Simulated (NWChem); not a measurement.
**C3H8S (1-propanethiol): levels of theory compared**

We compute a comparison of 6 runs (PBE/def2-SVP, r2SCAN/def2-SVP, B3LYP/def2-SVP, BLYP/def2-SVP, M06-2X/def2-SVP, M06-L/def2-SVP) of C3H8S (1-propanethiol). 

The results are computed with NWChem 7.3.0.

## 1. Starting point

C3H8S has 12 atoms, charge 0, and is taken as a singlet. As SMILES, `CCCS`. The C1–H5 distance was set to 1.641 Å, away from the relaxed value. At this shape a bond of the SMILES string is far longer than usual.

Bond lengths: C1–C2 1.517 Å, C2–C3 1.519 Å, C3–S4 1.814 Å, C1–H6 1.092 Å, C1–H7 1.092 Å, C2–H8 1.097 Å, C2–H9 1.094 Å, C3–H10 1.092 Å, C3–H11 1.093 Å, S4–H12 1.342 Å. Some angles: C1–C2–C3 113.9°, C2–C3–S4 115.3°, C1–C2–H8 109.5°, C1–C2–H9 109.9°, C3–C2–H8 107.6°, C3–C2–H9 109.0°, C2–C1–H6 111.2°, C2–C1–H7 111.1°, C2–C3–H10 110.3°, C2–C3–H11 111.2°. A long bond or contact: C1–H5 1.641 Å.

## 2. A single-point energy at PBE/def2-SVP (run 1)

c3h8s.xyz reads:

```xyz
12

C     -1.325149    -0.388900     0.272633
C      0.003351    -0.734500     0.919033
C      1.138751     0.196900     0.529733
S      0.968851     1.908800     1.105333
H     -1.199600    -0.359800    -1.363700
H     -1.682549     0.589600     0.601733
H     -2.091349    -1.121700     0.533333
H      0.295751    -1.751700     0.632133
H     -0.100749    -0.733000     2.008233
H      2.075751    -0.138900     0.980033
H      1.290551     0.203100    -0.552367
H     -0.016249     2.278200     0.272933
```

run.py reads:

```python
from ase.io import read
from ase.calculators.nwchem import NWChem

atoms = read('c3h8s.xyz')

calc = NWChem(
    label='c3h8s',
    theory='dft',
    memory='2200 mb',
    basis='def2-SVP',
    basispar='spherical bse',
    dft={'xc': 'xpbe96 cpbe96', 'mult': '1', 'grid': 'fine', 'convergence': 'energy 1e-08', 'iterations': '100', 'mulliken': None, 'print': 'low'},
    task='energy',
)
atoms.calc = calc

e = atoms.get_potential_energy()
print(f"E = {e:.6f} eV")
```

Command:

```sh
$ export ASE_NWCHEM_COMMAND="nwchem PREFIX.nwi > PREFIX.nwo"
$ python run.py
```

Output:

```text
E = -14060.061935 eV
```

The calculator wrote c3h8s.nwi:

```
title "c3h8s"

permanent_dir c3h8s

scratch_dir c3h8s

start c3h8s

geometry units angstrom nocenter noautosym noautoz
  C  -1.3251489999999999e+00 -3.8890000000000002e-01 2.7263300000000001e-01
  C  3.3509999999999998e-03 -7.3450000000000004e-01 9.1903299999999999e-01
  C  1.1387510000000001e+00 1.9689999999999999e-01 5.2973300000000001e-01
  S  9.6885100000000002e-01 1.9088000000000001e+00 1.1053329999999999e+00
  H  -1.1996000000000000e+00 -3.5980000000000001e-01 -1.3636999999999999e+00
  H  -1.6825490000000001e+00 5.8960000000000001e-01 6.0173299999999996e-01
  H  -2.0913490000000001e+00 -1.1216999999999999e+00 5.3333299999999995e-01
  H  2.9575099999999999e-01 -1.7517000000000000e+00 6.3213299999999994e-01
  H  -1.0074900000000001e-01 -7.3299999999999998e-01 2.0082330000000002e+00
  H  2.0757509999999999e+00 -1.3890000000000000e-01 9.8003300000000004e-01
  H  1.2905510000000000e+00 2.0310000000000000e-01 -5.5236700000000005e-01
  H  -1.6249000000000000e-02 2.2782000000000000e+00 2.7293299999999998e-01
end

memory 2200 mb

basis spherical bse noprint
   * library def2-SVP
end

dft
  xc xpbe96 cpbe96
  mult 1
  grid fine
  convergence energy 1e-08
  iterations 100
  mulliken
  print low
end

task dft energy
```

c3h8s.nwo:

```text
Northwest Computational Chemistry Package (NWChem) 7.3.0
             --------------------------------------------------------

           Job information
           ---------------

    nwchem branch   = 7.3.0
    use scalapack   = T
    input           = c3h8s.nwi
    prefix          = c3h8s.
    data base       = c3h8s/c3h8s.db
    status          = startup
    nproc           =        1

           Memory information
           ------------------

    heap     =     72089594 doubles =      550.0 Mbytes
    stack    =     72089599 doubles =      550.0 Mbytes
    global   =    144179200 doubles =     1100.0 Mbytes (distinct from heap & stack)
    total    =    288358393 doubles =     2200.0 Mbytes
    verify   = yes
    hardfail = no

[... 37 lines left out ...]
            Nuclear Dipole moment (a.u.)
[... 81 lines left out ...]
   convergence    iter        energy       DeltaE   RMS-Dens  Diis-err    time
[... 13 lines left out ...]
         Total DFT energy =     -516.697750080915
      One electron energy =    -1036.919650835289
           Coulomb energy =      399.182474500866
    Exchange-Corr. energy =      -44.455677822501
 Nuclear repulsion energy =      165.495104076009
[... 9 lines left out ...]
    Atom       Charge   Shell Charges
 -----------   ------   -------------------------------------------------------
    1 C    6     6.11   1.98  0.93  0.26  2.00  0.92  0.02
    2 C    6     5.98   1.98  0.93  0.08  2.13  0.82  0.03
    3 C    6     6.14   1.98  0.93  0.18  2.10  0.91  0.04
[... 8 lines of this table left out ...]
   12 H    1     0.93   0.72  0.18  0.03

     -------------------------------------------
      Total Density - Lowdin Population Analysis
     -------------------------------------------

    Atom       Charge   Shell Charges
 -----------   ------   -------------------------------------------------------
    1 C    6     6.07   1.96  0.62  0.34  1.79  1.29  0.06
    2 C    6     6.07   1.96  0.59  0.29  1.93  1.20  0.09
    3 C    6     6.15   1.96  0.61  0.32  1.90  1.27  0.09
[... 8 lines of this table left out ...]
   12 H    1     1.03   0.63  0.31  0.08

 Task  times  cpu:       34.7s     wall:       34.7s
 Total times  cpu:       34.7s     wall:       34.7s
```

Run time: 36 s. Hardware: 1 thread of Intel Xeon Platinum 8175M at 2.50GHz (Skylake/Cascade Lake), shared host; peak memory 0.12 GiB.

## 3. The energy at r2SCAN/def2-SVP (run 2)

m1.xyz reads:

```xyz
12
C3H8S
C     -1.325149    -0.388900     0.272633
C      0.003351    -0.734500     0.919033
C      1.138751     0.196900     0.529733
S      0.968851     1.908800     1.105333
H     -1.199600    -0.359800    -1.363700
H     -1.682549     0.589600     0.601733
H     -2.091349    -1.121700     0.533333
H      0.295751    -1.751700     0.632133
H     -0.100749    -0.733000     2.008233
H      2.075751    -0.138900     0.980033
H      1.290551     0.203100    -0.552367
H     -0.016249     2.278200     0.272933
```

run.py reads:

```python
from ase.io import read
from ase.calculators.nwchem import NWChem

atoms = read('m1.xyz')

calc = NWChem(
    label='m1',
    theory='dft',
    memory='2200 mb',
    basis='def2-SVP',
    basispar='spherical bse',
    dft={'xc': 'r2scan', 'mult': '1', 'grid': 'fine', 'convergence': 'energy 1e-08', 'iterations': '100', 'mulliken': None, 'print': 'low'},
    task='energy',
)
atoms.calc = calc

print("Total energy (eV):", round(atoms.get_potential_energy(), 6))
```

Command:

```sh
$ export ASE_NWCHEM_COMMAND="nwchem PREFIX.nwi > PREFIX.nwo"
$ python run.py
```

Output:

```text
Total energy (eV): -14066.55871
```

The calculator wrote m1.nwi:

```
title "m1"

permanent_dir m1

scratch_dir m1

start m1

geometry units angstrom nocenter noautosym noautoz
  C  -1.3251489999999999e+00 -3.8890000000000002e-01 2.7263300000000001e-01
  C  3.3509999999999998e-03 -7.3450000000000004e-01 9.1903299999999999e-01
  C  1.1387510000000001e+00 1.9689999999999999e-01 5.2973300000000001e-01
  S  9.6885100000000002e-01 1.9088000000000001e+00 1.1053329999999999e+00
  H  -1.1996000000000000e+00 -3.5980000000000001e-01 -1.3636999999999999e+00
  H  -1.6825490000000001e+00 5.8960000000000001e-01 6.0173299999999996e-01
  H  -2.0913490000000001e+00 -1.1216999999999999e+00 5.3333299999999995e-01
  H  2.9575099999999999e-01 -1.7517000000000000e+00 6.3213299999999994e-01
  H  -1.0074900000000001e-01 -7.3299999999999998e-01 2.0082330000000002e+00
  H  2.0757509999999999e+00 -1.3890000000000000e-01 9.8003300000000004e-01
  H  1.2905510000000000e+00 2.0310000000000000e-01 -5.5236700000000005e-01
  H  -1.6249000000000000e-02 2.2782000000000000e+00 2.7293299999999998e-01
end

memory 2200 mb

basis spherical bse noprint
   * library def2-SVP
end

dft
  xc r2scan
  mult 1
  grid fine
  convergence energy 1e-08
  iterations 100
  mulliken
  print low
end

task dft energy
```

m1.nwo:

```text
Northwest Computational Chemistry Package (NWChem) 7.3.0
             --------------------------------------------------------

           Job information
           ---------------

    nwchem branch   = 7.3.0
    use scalapack   = T
    input           = m1.nwi
    prefix          = m1.
    data base       = m1/m1.db
    status          = startup
    nproc           =        1

           Memory information
           ------------------

    heap     =     72089594 doubles =      550.0 Mbytes
    stack    =     72089599 doubles =      550.0 Mbytes
    global   =    144179200 doubles =     1100.0 Mbytes (distinct from heap & stack)
    total    =    288358393 doubles =     2200.0 Mbytes
    verify   = yes
    hardfail = no

[... 37 lines left out ...]
            Nuclear Dipole moment (a.u.)
[... 79 lines left out ...]
   convergence    iter        energy       DeltaE   RMS-Dens  Diis-err    time
[... 13 lines left out ...]
         Total DFT energy =     -516.936502136689
      One electron energy =    -1036.815427584828
           Coulomb energy =      399.086145725187
    Exchange-Corr. energy =      -44.702324353058
 Nuclear repulsion energy =      165.495104076009
[... 9 lines left out ...]
    Atom       Charge   Shell Charges
 -----------   ------   -------------------------------------------------------
    1 C    6     6.15   1.99  0.92  0.30  1.96  0.95  0.03
    2 C    6     6.01   1.99  0.92  0.12  2.10  0.84  0.04
    3 C    6     6.15   1.99  0.93  0.21  2.07  0.91  0.04
[... 8 lines of this table left out ...]
   12 H    1     0.92   0.72  0.16  0.03

     -------------------------------------------
      Total Density - Lowdin Population Analysis
     -------------------------------------------

    Atom       Charge   Shell Charges
 -----------   ------   -------------------------------------------------------
    1 C    6     6.06   1.96  0.62  0.35  1.77  1.31  0.06
    2 C    6     6.07   1.96  0.59  0.30  1.91  1.21  0.09
    3 C    6     6.14   1.96  0.62  0.32  1.88  1.27  0.09
[... 8 lines of this table left out ...]
   12 H    1     1.03   0.63  0.31  0.08

 Task  times  cpu:       43.6s     wall:       43.6s
 Total times  cpu:       43.7s     wall:       43.7s
```

Run time: 45 s. Hardware: 1 thread of Intel Xeon Platinum 8175M at 2.50GHz (Skylake/Cascade Lake), shared host; peak memory 0.12 GiB.

Runs 3 to 5 aren't shown in full; the table further down has their settings and results.

## 4. A single-point energy at M06-L/def2-SVP (run 6)

c3h8s.xyz, as its differences from that of step 2:

```diff
@@ -1,3 +1,3 @@
 12
-
+C3H8S energy
 C     -1.325149    -0.388900     0.272633
```

c3h8s.nw reads:

```
START c3h8s
TITLE "C3H8S energy"
memory 2200 mb

GEOMETRY units angstroms noautosym nocenter noautoz
   load c3h8s.xyz
END

BASIS "ao basis" spherical bse
   * library def2-SVP
END

DFT
   xc m06-l
   grid fine
   convergence energy 1e-08
   maxiter 100
   mulliken
END

TASK dft energy
```

Command:

```sh
$ nwchem c3h8s.nw > c3h8s.out
```

Output:

```text
[...]
          Wavefunction type:  closed shell.
          No. of atoms     :    12
          No. of electrons :    42
[...]
          Charge           :     0
          Spin multiplicity:     1
[...]
          AO basis - number of functions:   100
[...]
              XC Information
              --------------
                        M06-L Method XC Functional
                         M06-L Exchange Functional  1.000
                       M06-L Correlation Potential  1.000
[...]
 d= 0,ls=0.0,diis     1   -516.9898359841 -6.82D+02  6.91D-03  2.65D-01     5.0
[...]
 d= 0,ls=0.0,diis    11   -517.0267429264 -2.03D-09  4.26D-07  2.22D-09    49.4
         Total DFT energy =     -517.026742926365
      One electron energy =    -1036.933897940635
           Coulomb energy =      399.244233591787
    Exchange-Corr. energy =      -44.832182653527
 Nuclear repulsion energy =      165.495104076010
[...]
      Total Density - Mulliken Population Analysis
     ---------------------------------------------
    Atom       Charge   Shell Charges
 -----------   ------   -------------------------------------------------------
    1 C    6     6.17   1.99  0.93  0.33  1.96  0.94  0.02
    2 C    6     6.03   1.99  0.93  0.17  2.10  0.82  0.04
    3 C    6     6.15   1.99  0.94  0.24  2.07  0.88  0.04
    4 S   16    16.17   2.00  1.99  1.21  0.68  5.93  1.81  2.49  0.06
    5 H    1     1.00   0.58  0.41  0.01
    6 H    1     0.94   0.75  0.16  0.03
    7 H    1     0.92   0.76  0.14  0.02
    8 H    1     0.94   0.77  0.15  0.02
    9 H    1     0.94   0.76  0.15  0.02
   10 H    1     0.91   0.76  0.13  0.02
[...]
```

It took 50 s on 1 thread of Intel Xeon Platinum 8175M at 2.50GHz (Skylake/Cascade Lake), shared host; peak memory 0.12 GiB.

## 5. Overview of the runs

```csv
run,level,energy (Eh),wall time
1,PBE/def2-SVP,-516.697750,36 s
2,r2SCAN/def2-SVP,-516.936502,45 s
3,B3LYP/def2-SVP,-517.063419,35 s
4,BLYP/def2-SVP,-516.954096,40 s
5,M06-2X/def2-SVP,-516.950659,37 s
6,M06-L/def2-SVP,-517.026743,50 s
```

## 6. Summary of results

| quantity | value |
| --- | --- |
| run 6: total energy | -517.02674 Eh |
| run 6: dipole moment | 1.39 D |
| run 6: HOMO energy | -5.67 eV |
| run 6: LUMO energy | -0.68 eV |
| run 6: HOMO–LUMO gap | 4.99 eV |

What this shows: Over runs 3, 4, 5, 6 the dipole moment (its size) runs from 1.12 D (BLYP/def2-SVP) to 1.39 D (M06-L/def2-SVP). Over runs 3, 4, 5, 6 the HOMO–LUMO gap runs from 4.28 eV (BLYP/def2-SVP) to 8.86 eV (M06-2X/def2-SVP). Totals of different functionals can't be ranked against each other. All runs together took 4.1 min, the longest 50 s.
